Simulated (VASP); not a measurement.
**HgTe (Coloradoite) under changes of volume**

One of the cells (33.561 Å³/atom); the others are scaled copies at fixed shape and fractional positions:

```
Hg Te
1.0
     0.00000    3.22561    3.22561
     3.22561    0.00000    3.22561
     3.22561    3.22561    0.00000
Hg Te
1 1
Direct
  0.00000 0.00000 0.00000
  0.75000 0.75000 0.75000
```

| Quantity | Value |
| --- | --- |
| Program | VASP 6.6.1 |
| Functional | LDA |
| Potentials or basis | VASP PAW LDA potentials, release 64 (Hg, Te) |
| Cutoff | 520 eV |
| k mesh | 6 × 6 × 6 |
| Occupations | fermi-dirac, width 0.05 eV |
| Spin | no spin polarisation |

```tsv
volume (Å³/atom)	energy over the lowest point (meV/atom)	pressure (GPa)
32.219	8.72	2.1
32.890	?	?
33.561	0.00	0.0
34.232	1.83	-0.9
34.904	7.15	-1.7
```

Question: What does the run at 32.890 Å³/atom give?

Answer: Energy over the lowest point 2.12 meV/atom; pressure 1.0 GPa.

Worked out: A Birch-Murnaghan fit of order 2 (a polynomial in V^(-2/3)) to the other rows has its minimum at 33.58 Å³/atom with B0 = V·E''(V) = 47 GPa. It gives 2.19 meV/atom at 32.890 Å³/atom, against the run's 2.12, and -dE/dV = 1.0 GPa, against 1.0.

Energies are extrapolated to zero smearing.
